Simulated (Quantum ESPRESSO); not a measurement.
# Au (Pm-3m) in Quantum ESPRESSO: further runs, part 2 of 2

Quantum ESPRESSO 7.5. Earlier steps stand in the parts before.

**3. Phonon dispersion, PBE**

Contents of pw.in:

```
&CONTROL
  calculation = 'scf'
  prefix = 'pwscf'
  outdir = './tmp'
  pseudo_dir = './pseudo'
  tprnfor = .true.
  tstress = .true.
  disk_io = 'low'
/
&SYSTEM
  ibrav = 0
  nat = 1
  ntyp = 1
  ecutwfc = 45
  ecutrho = 360
  nbnd = 11
  occupations = 'smearing'
  smearing = 'mv'
  degauss = 0.01469973
/
&ELECTRONS
  conv_thr = 2d-10
  electron_maxstep = 120
  mixing_beta = 0.5
/
ATOMIC_SPECIES
Au   196.9666 au_pbe_v1.uspp.F.UPF
CELL_PARAMETERS angstrom
   2.7484100000    0.0000000000    0.0000000000
   0.0000000000    2.7484100000    0.0000000000
   0.0000000000    0.0000000000    2.7484100000
ATOMIC_POSITIONS crystal
Au     0.5000000000    0.5000000000    0.5000000000
K_POINTS automatic
10 10 10 0 0 0
```

Contents of relax.in:

```
&CONTROL
  calculation = 'vc-relax'
  prefix = 'pwscf'
  outdir = './tmp'
  pseudo_dir = './pseudo'
  tprnfor = .true.
  tstress = .true.
  disk_io = 'low'
  nstep = 40
  forc_conv_thr = 0.0001
  etot_conv_thr = 1d-06
/
&SYSTEM
  ibrav = 0
  nat = 1
  ntyp = 1
  ecutwfc = 45
  ecutrho = 360
  nbnd = 11
  occupations = 'smearing'
  smearing = 'mv'
  degauss = 0.01469973
/
&ELECTRONS
  conv_thr = 2d-10
  electron_maxstep = 120
  mixing_beta = 0.5
/
&IONS
  ion_dynamics = 'bfgs'
/
&CELL
  cell_dynamics = 'bfgs'
  press = 0
  press_conv_thr = 0.2
/
ATOMIC_SPECIES
Au   196.9666 au_pbe_v1.uspp.F.UPF
CELL_PARAMETERS angstrom
   2.7484100000    0.0000000000    0.0000000000
   0.0000000000    2.7484100000    0.0000000000
   0.0000000000    0.0000000000    2.7484100000
ATOMIC_POSITIONS crystal
Au     0.5000000000    0.5000000000    0.5000000000
K_POINTS automatic
10 10 10 0 0 0
```

Contents of scf2.in:

```
&CONTROL
  calculation = 'scf'
  prefix = 'pwscf'
  outdir = './tmp'
  pseudo_dir = './pseudo'
  tprnfor = .true.
  tstress = .true.
  disk_io = 'low'
/
&SYSTEM
  ibrav = 0
  nat = 1
  ntyp = 1
  ecutwfc = 45
  ecutrho = 360
  nbnd = 11
  occupations = 'smearing'
  smearing = 'mv'
  degauss = 0.01469973
/
&ELECTRONS
  conv_thr = 1d-13
  electron_maxstep = 120
  mixing_beta = 0.5
  startingpot = 'file'
  startingwfc = 'file'
/
ATOMIC_SPECIES
Au   196.9666 au_pbe_v1.uspp.F.UPF
CELL_PARAMETERS angstrom
   2.7494020410    0.0000000000    0.0000000000
   0.0000000000    2.7494020410    0.0000000000
   0.0000000000    0.0000000000    2.7494020410
ATOMIC_POSITIONS crystal
Au     0.5000000000    0.5000000000    0.5000000000
K_POINTS automatic
10 10 10 0 0 0
```

Contents of ph.in:

```
phonon_bands of Au
&INPUTPH
  prefix = 'pwscf'
  outdir = './tmp'
  tr2_ph = 1d-18
  fildyn = 'dyn'
  niter_ph = 90
  alpha_mix(1) = 0.4
  ldisp = .true.
  nq1 = 2
  nq2 = 2
  nq3 = 2
/
```

Contents of q2r.in:

```
&INPUT
  fildyn = 'dyn'
  zasr = 'crystal'
  flfrc = 'fc'
/
```

Contents of matdyn.in:

```
&INPUT
  asr = 'crystal'
  flfrc = 'fc'
  flfrq = 'freq'
  q_in_cryst_coord = .true.
  flvec = ' '
/
80
 0.0000000000  0.0000000000  0.0000000000
 0.0000000000  0.0500000000  0.0000000000
 0.0000000000  0.1000000000  0.0000000000
 0.0000000000  0.1500000000  0.0000000000
 0.0000000000  0.2000000000  0.0000000000
 0.0000000000  0.2500000000  0.0000000000
 0.0000000000  0.3000000000  0.0000000000
 0.0000000000  0.3500000000  0.0000000000
 0.0000000000  0.4000000000  0.0000000000
 0.0000000000  0.4500000000  0.0000000000
 0.0000000000  0.5000000000  0.0000000000
 0.0500000000  0.5000000000  0.0000000000
 0.1000000000  0.5000000000  0.0000000000
 0.1500000000  0.5000000000  0.0000000000
 0.2000000000  0.5000000000  0.0000000000
 0.2500000000  0.5000000000  0.0000000000
 0.3000000000  0.5000000000  0.0000000000
 0.3500000000  0.5000000000  0.0000000000
 0.4000000000  0.5000000000  0.0000000000
 0.4500000000  0.5000000000  0.0000000000
 0.5000000000  0.5000000000  0.0000000000
 0.4642857143  0.4642857143  0.0000000000
 0.4285714286  0.4285714286  0.0000000000
 0.3928571429  0.3928571429  0.0000000000
 0.3571428571  0.3571428571  0.0000000000
 0.3214285714  0.3214285714  0.0000000000
 0.2857142857  0.2857142857  0.0000000000
 0.2500000000  0.2500000000  0.0000000000
 0.2142857143  0.2142857143  0.0000000000
 0.1785714286  0.1785714286  0.0000000000
 0.1428571429  0.1428571429  0.0000000000
 0.1071428571  0.1071428571  0.0000000000
 0.0714285714  0.0714285714  0.0000000000
 0.0357142857  0.0357142857  0.0000000000
 0.0000000000  0.0000000000  0.0000000000
 0.0277777778  0.0277777778  0.0277777778
 0.0555555556  0.0555555556  0.0555555556
 0.0833333333  0.0833333333  0.0833333333
 0.1111111111  0.1111111111  0.1111111111
 0.1388888889  0.1388888889  0.1388888889
 0.1666666667  0.1666666667  0.1666666667
 0.1944444444  0.1944444444  0.1944444444
 0.2222222222  0.2222222222  0.2222222222
 0.2500000000  0.2500000000  0.2500000000
 0.2777777778  0.2777777778  0.2777777778
 0.3055555556  0.3055555556  0.3055555556
 0.3333333333  0.3333333333  0.3333333333
 0.3611111111  0.3611111111  0.3611111111
 0.3888888889  0.3888888889  0.3888888889
 0.4166666667  0.4166666667  0.4166666667
 0.4444444444  0.4444444444  0.4444444444
 0.4722222222  0.4722222222  0.4722222222
 0.5000000000  0.5000000000  0.5000000000
 0.4666666667  0.5000000000  0.4666666667
 0.4333333333  0.5000000000  0.4333333333
 0.4000000000  0.5000000000  0.4000000000
 0.3666666667  0.5000000000  0.3666666667
 0.3333333333  0.5000000000  0.3333333333
 0.3000000000  0.5000000000  0.3000000000
 0.2666666667  0.5000000000  0.2666666667
 0.2333333333  0.5000000000  0.2333333333
 0.2000000000  0.5000000000  0.2000000000
 0.1666666667  0.5000000000  0.1666666667
 0.1333333333  0.5000000000  0.1333333333
 0.1000000000  0.5000000000  0.1000000000
 0.0666666667  0.5000000000  0.0666666667
 0.0333333333  0.5000000000  0.0333333333
 0.0000000000  0.5000000000  0.0000000000
 0.5000000000  0.5000000000  0.0000000000
 0.5000000000  0.5000000000  0.0454545455
 0.5000000000  0.5000000000  0.0909090909
 0.5000000000  0.5000000000  0.1363636364
 0.5000000000  0.5000000000  0.1818181818
 0.5000000000  0.5000000000  0.2272727273
 0.5000000000  0.5000000000  0.2727272727
 0.5000000000  0.5000000000  0.3181818182
 0.5000000000  0.5000000000  0.3636363636
 0.5000000000  0.5000000000  0.4090909091
 0.5000000000  0.5000000000  0.4545454545
 0.5000000000  0.5000000000  0.5000000000
```

Contents of matdyn_dos.in:

```
&INPUT
  asr = 'crystal'
  flfrc = 'fc'
  dos = .true.
  fldos = 'phdos'
  nk1 = 15
  nk2 = 15
  nk3 = 15
  deltaE = 0.5
  flvec = ' '
  flfrq = ' '
/
```

Contents of matdyn_mesh.in:

```
&INPUT
  asr = 'crystal'
  flfrc = 'fc'
  flfrq = 'mesh'
  q_in_cryst_coord = .true.
  flvec = ' '
/
1000
 0.05000000  0.05000000  0.05000000
 0.05000000  0.05000000  0.15000000
 0.05000000  0.05000000  0.25000000
[... 997 further points of the even 10 x 10 x 10 mesh, shifted by half a step ...]
```

Potentials or basis: GBRV 1.5 PBE.

Started as:

```console
$ OMP_NUM_THREADS=1 pw.x -in pw.in > pw.out
$ OMP_NUM_THREADS=1 pw.x -in relax.in > relax.out
$ OMP_NUM_THREADS=1 pw.x -in scf2.in > scf2.out
$ OMP_NUM_THREADS=1 ph.x -in ph.in > ph.out
$ OMP_NUM_THREADS=1 q2r.x -in q2r.in > q2r.out
$ OMP_NUM_THREADS=1 matdyn.x -in matdyn.in > matdyn.out
$ OMP_NUM_THREADS=1 matdyn.x -in matdyn_dos.in > matdyn_dos.out
$ OMP_NUM_THREADS=1 matdyn.x -in matdyn_mesh.in > matdyn_mesh.out
```

pw.out:

```text
This program is part of the open-source Quantum ESPRESSO suite
     for quantum simulation of materials; please cite
[... 9 lines left out ...]
     --------------------
     sticks:   dense  smooth     PW     G-vecs:    dense   smooth      PW
     Sum         777     385    137                16135     5695    1141

     Using Slab Decomposition

     bravais-lattice index     =            0
     lattice parameter (alat)  =       5.1937  a.u.
     unit-cell volume          =     140.1010 (a.u.)^3
     number of atoms/cell      =            1
     number of atomic types    =            1
     number of electrons       =        11.00
     number of Kohn-Sham states=           11
     kinetic-energy cutoff     =      45.0000  Ry
     charge density cutoff     =     360.0000  Ry
     scf convergence threshold =      2.0E-10
     mixing beta               =       0.5000
     number of iterations used =            8  plain     mixing
     Exchange-correlation= SLA  PW   PBE  PBE
                           (   1   4   3   4   0   0   0)

     celldm(1)=   5.193742  celldm(2)=   0.000000  celldm(3)=   0.000000
     celldm(4)=   0.000000  celldm(5)=   0.000000  celldm(6)=   0.000000

     crystal axes: (cart. coord. in units of alat)
               a(1) = (   1.000000   0.000000   0.000000 )
               a(2) = (   0.000000   1.000000   0.000000 )
               a(3) = (   0.000000   0.000000   1.000000 )

     reciprocal axes: (cart. coord. in units 2 pi/alat)
               b(1) = (  1.000000  0.000000  0.000000 )
               b(2) = (  0.000000  1.000000  0.000000 )
               b(3) = (  0.000000  0.000000  1.000000 )

     PseudoPot. # 1 for Au read from file:
     au_pbe_v1.uspp.F.UPF
     Pseudo is Ultrasoft + core correction, Zval = 11.0
     Generated by new atomic code, or converted to UPF format
     Using radial grid of  985 points,  7 beta functions with:
                l(1) =   0
                l(2) =   0
                l(3) =   1
                l(4) =   1
                l(5) =   2
                l(6) =   2
                l(7) =   3
     Q(r) pseudized with  6 coefficients,  rinner =    1.900   1.900   1.900
                                                       1.900   1.900   1.900
                                                       1.900

     atomic species   valence    mass     pseudopotential
     Au               11.00   196.96660     Au( 1.00)

     48 Sym. Ops., with inversion, found

   Cartesian axes

     site n.     atom                  positions (alat units)
         1        Au     tau(   1) = (   0.5000000   0.5000000   0.5000000  )

     number of k points=    56  Marzari-Vanderbilt smearing, width (Ry)=  0.0147
                       cart. coord. in units 2pi/alat
        k(    1) = (   0.0000000   0.0000000   0.0000000), wk =   0.0020000
        k(    2) = (   0.0000000   0.0000000   0.1000000), wk =   0.0120000
        k(    3) = (   0.0000000   0.0000000   0.2000000), wk =   0.0120000
        k(    4) = (   0.0000000   0.0000000   0.3000000), wk =   0.0120000
        k(    5) = (   0.0000000   0.0000000   0.4000000), wk =   0.0120000
        k(    6) = (   0.0000000   0.0000000  -0.5000000), wk =   0.0060000
[... 48 lines left out ...]
        k(   55) = (   0.4000000  -0.5000000  -0.5000000), wk =   0.0120000
        k(   56) = (  -0.5000000  -0.5000000  -0.5000000), wk =   0.0020000

     Dense  grid:    16135 G-vectors     FFT dimensions: (  32,  32,  32)

     Smooth grid:     5695 G-vectors     FFT dimensions: (  24,  24,  24)

     Check: negative core charge=   -0.000001

     Initial potential from superposition of free atoms

     starting charge      10.9999, renormalised to      11.0000
     Starting wfcs are    9 randomized atomic wfcs +    2 random wfcs

     Self-consistent Calculation

     iteration #  1     ecut=    45.00 Ry     beta= 0.50
     Davidson diagonalization with overlap
     ethr =  1.00E-02,  avg # of iterations =  5.4

     Threshold (ethr) on eigenvalues was too large:
     Diagonalizing with lowered threshold

     Davidson diagonalization with overlap
     ethr =  6.73E-04,  avg # of iterations =  1.0

     total energy              =    -114.94941153 Ry
     estimated scf accuracy    <       0.07363177 Ry
[... 12 lines left out ...]
     total energy              =    -114.97245559 Ry
     estimated scf accuracy    <       0.00024921 Ry

     iteration #  4     ecut=    45.00 Ry     beta= 0.50
     Davidson diagonalization with overlap
     c_bands:  1 eigenvalues not converged
     c_bands:  1 eigenvalues not converged
     c_bands:  1 eigenvalues not converged
     ethr =  2.27E-06,  avg # of iterations =  8.6

     total energy              =    -114.97252248 Ry
     estimated scf accuracy    <       0.00010477 Ry

     iteration #  5     ecut=    45.00 Ry     beta= 0.50
     Davidson diagonalization with overlap
     ethr =  9.52E-07,  avg # of iterations =  2.4
[... 15 lines left out ...]
     total energy              =    -114.97254968 Ry
     estimated scf accuracy    <          1.4E-09 Ry

     iteration #  8     ecut=    45.00 Ry     beta= 0.50
     Davidson diagonalization with overlap
     c_bands:  1 eigenvalues not converged
     ethr =  1.25E-11,  avg # of iterations =  4.5

     End of self-consistent calculation

          k = 0.0000 0.0000 0.0000 (   739 PWs)   bands (ev):

     3.5802   5.7284   5.7284   9.8721   9.8721   9.8721  25.1658  25.1658
    25.1658  30.0367  32.3731
[... 93 lines left out ...]
     5.9452   6.4093   8.6817   8.8174  10.3308  14.3497  14.7470  19.4837
    23.3237  31.4721  32.3961

          k = 0.0000-0.5000-0.5000 (   720 PWs)   bands (ev):

     5.7817   6.4631   8.7062   8.7062  11.0241  15.1646  15.1646  17.7108
    22.7491  31.9585  31.9588

          k = 0.1000 0.1000 0.1000 (   718 PWs)   bands (ev):
[... 66 lines left out ...]
     6.0012   6.7458   8.3711   8.5135  10.3939  14.6104  15.1986  19.7146
    23.2674  30.7009  31.7748

          k = 0.1000-0.5000-0.5000 (   712 PWs)   bands (ev):

     5.8401   6.8032   8.4014   8.4014  11.0328  15.6271  15.6271  17.7712
    22.6693  31.6283  31.6285

          k = 0.2000 0.2000 0.2000 (   712 PWs)   bands (ev):
[... 41 lines left out ...]
     6.1515   7.6225   7.6969   7.9482  10.4949  15.2379  16.2798  20.3583
    23.0573  29.1874  29.8062

          k = 0.2000-0.5000-0.5000 (   716 PWs)   bands (ev):

     5.9975   7.7338   7.7338   7.7678  11.0553  16.7474  16.7474  17.9661
    22.4235  30.1761  30.6832

          k = 0.3000 0.3000 0.3000 (   711 PWs)   bands (ev):
[... 21 lines left out ...]
     6.3435   7.0308   7.1989   9.0951  10.5859  16.0778  17.5634  21.1561
    22.6160  27.1697  28.0579

          k = 0.3000-0.5000-0.5000 (   704 PWs)   bands (ev):

     6.2020   7.0673   7.0673   9.1562  11.0834  18.0860  18.0860  18.3550
    22.0388  28.7324  28.8350

          k = 0.4000 0.4000 0.4000 (   696 PWs)   bands (ev):
[... 6 lines left out ...]
     6.4662   6.6140   6.7623  10.2865  10.7580  17.2892  18.7071  21.0481
    22.0115  25.3234  27.6920

          k = 0.4000-0.5000-0.5000 (   696 PWs)   bands (ev):

     6.3764   6.6074   6.6074  10.5158  11.1062  19.0629  19.2411  19.2411
    21.6595  25.2602  27.9486

          k =-0.5000-0.5000-0.5000 (   672 PWs)   bands (ev):

     6.4454   6.4454   6.4454  11.1150  11.1150  19.7289  19.7289  19.7290
    21.4992  23.4804  27.7093

     the Fermi energy is    11.3207 ev

!    total energy              =    -114.97254968 Ry
     estimated scf accuracy    <          6.3E-11 Ry
     smearing contrib. (-TS)   =      -0.00004521 Ry
     internal energy E=F+TS    =    -114.97250447 Ry

     The total energy is F=E-TS. E is the sum of the following terms:
     one-electron contribution =       1.93712309 Ry
     hartree contribution      =      11.39077251 Ry
     xc contribution           =     -62.19912218 Ry
     ewald contribution        =     -66.10127789 Ry

     convergence has been achieved in   8 iterations

     Forces acting on atoms (cartesian axes, Ry/au):

     atom    1 type  1   force =     0.00000000    0.00000000    0.00000000

     Total force =     0.000000     Total SCF correction =     0.000000

     Computing stress (Cartesian axis) and pressure

          total   stress  (Ry/bohr**3)                   (kbar)     P=        1.04
   0.00000707   0.00000000   0.00000000            1.04        0.00        0.00
   0.00000000   0.00000707   0.00000000            0.00        1.04        0.00
   0.00000000   0.00000000   0.00000707            0.00        0.00        1.04

=------------------------------------------------------------------------------=
   JOB DONE.
=------------------------------------------------------------------------------=
```

Wall time 3.6 min (1 thread of Intel Xeon 6975P-C (Granite Rapids), shared host); peak memory 0.15 GiB.

Results:

```yaml
Free_energy: -1564.2812 eV
Relaxed_volume: 20.78 Å³/atom
Relaxed_cell: a = 2.749 Å, b = 2.749 Å, c = 2.749 Å, α = 90.00°, β = 90.00°, γ = 90.00°
Space_group_after_relaxing_to_0.05_Å: Pm-3m (No. 221)
Pressure_after_relaxing: 0.0 GPa
Band_gap_on_the_k_mesh: none (metal or under the smearing width)
Highest_phonon_frequency: 149 cm⁻¹
Most_unstable_mode: 49i cm⁻¹
```

Final structure:
```cif
data_structure
_symmetry_space_group_name_H-M 'P 1'
_symmetry_Int_Tables_number 1
_cell_length_a 2.7494
_cell_length_b 2.7494
_cell_length_c 2.7494
_cell_angle_alpha 90.000
_cell_angle_beta 90.000
_cell_angle_gamma 90.000
_cell_volume 20.78
loop_
_atom_site_label
_atom_site_type_symbol
_atom_site_fract_x
_atom_site_fract_y
_atom_site_fract_z
_atom_site_occupancy
Au1 Au 0.50000 0.50000 0.50000 1
```

Levels at points of the mesh, in eV from the Fermi level:
| k point | band 2 | band 3 | band 4 | band 5 | band 6 | band 7 | band 8 | band 9 |
| --- | --- | --- | --- | --- | --- | --- | --- | --- |
| (0.00, 0.00, 0.00) | -5.59 | -5.59 | -1.45 | -1.45 | -1.45 | 13.84 | 13.84 | 13.84 |
| (0.00, 0.00, -0.50) | -5.19 | -2.86 | -2.86 | -1.32 | -0.42 | 2.04 | 16.41 | 18.50 |
| (0.00, -0.50, -0.50) | -4.85 | -2.61 | -2.61 | -0.30 | 3.84 | 3.84 | 6.38 | 11.42 |
| (-0.50, -0.50, -0.50) | -4.87 | -4.87 | -0.21 | -0.21 | 8.40 | 8.40 | 8.40 | 10.18 |

Phonon frequencies in cm⁻¹ (negative: imaginary):
```csv
q point,frequencies
"(0.000, 0.000, 0.000)",0 0 0
"(0.000, 0.350, 0.000)",-27 -27 132
"(0.200, 0.500, 0.000)",-38 80 147
"(0.464, 0.464, 0.000)",-48 142 142
"(0.214, 0.214, 0.000)",-28 90 90
"(0.028, 0.028, 0.028)",12 12 12
"(0.222, 0.222, 0.222)",90 90 90
"(0.417, 0.417, 0.417)",133 133 133
"(0.367, 0.500, 0.367)",125 125 139
"(0.133, 0.500, 0.133)",49 49 147
"(0.500, 0.500, 0.091)",-26 142 142
"(0.500, 0.500, 0.409)",131 138 138
```

Phonon frequencies at the corners of the path (cm⁻¹, interpolated; i marks imaginary ones):
```tsv
point	frequencies
Γ	0 0 0
X	30i 30i 149
M	49i 143 143
R	138 138 138
```

Phonon states per cell in windows of 10 cm⁻¹ (negative: imaginary):
```csv
from (cm⁻¹),total
-50,0.03
-40,0.09
-30,0.10
-20,0.09
-10,0.08
0,0.08
10,0.08
20,0.08
30,0.08
40,0.10
50,0.14
60,0.12
70,0.14
80,0.16
90,0.16
100,0.20
110,0.21
120,0.28
130,0.47
140,0.30
```

Caveat: the mesh is thin for the phonons of a metal; some modes are imaginary; the q mesh is small, so phonon branches between its points and thermal values are rough. The run has no spin-orbit coupling, so splittings on Au are missing.
